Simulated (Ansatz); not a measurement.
# Si (Fd-3m), two-dimensional strain map

Theory: DFT PBE, scalar-relativistic, plane waves, PAW in Ansatz 0.2.0. Cutoff 420 eV, Γ-centred 8×8×8 k-points, Gaussian smearing of 0.05 eV. No spin polarisation. Energies are free energies at this smearing, counted from the undisturbed cell; pressure is positive in compression.

The undisturbed cell (relaxed at this level):

```
Si
1.0
     0.00000    2.73488    2.73488
     2.73488    0.00000    2.73488
     2.73488    2.73488    0.00000
Si
2
Direct
  0.50000 0.50000 0.50000
  0.75000 0.75000 0.75000
```

The cell is strained by p along both x and y and by q along z, fractional coordinates fixed. Points are written (p, q).

p was sampled at -0.080, -0.040, 0.000, 0.040, 0.080 and q at -0.080, -0.040, 0.000, 0.040, 0.080.

Where on the computed points is the energy highest, and how high?

At (-0.080, -0.080): 427.9 meV/atom.

Away from (0, 0), which computed point is lowest?

(0.000, 0.040): 15.1 meV/atom.

The map, in meV/atom:

```csv
p \ q,-0.080,-0.040,0.000,0.040,0.080
-0.080,427.9,291.7,204.2,161.4,159.7
-0.040,180.7,93.9,47.1,38.2,63.9
0.000,64.8,16.2,0.0,15.1,58.9
0.040,51.8,32.2,39.0,71.2,127.2
0.080,117.6,119.6,143.0,187.0,250.4
```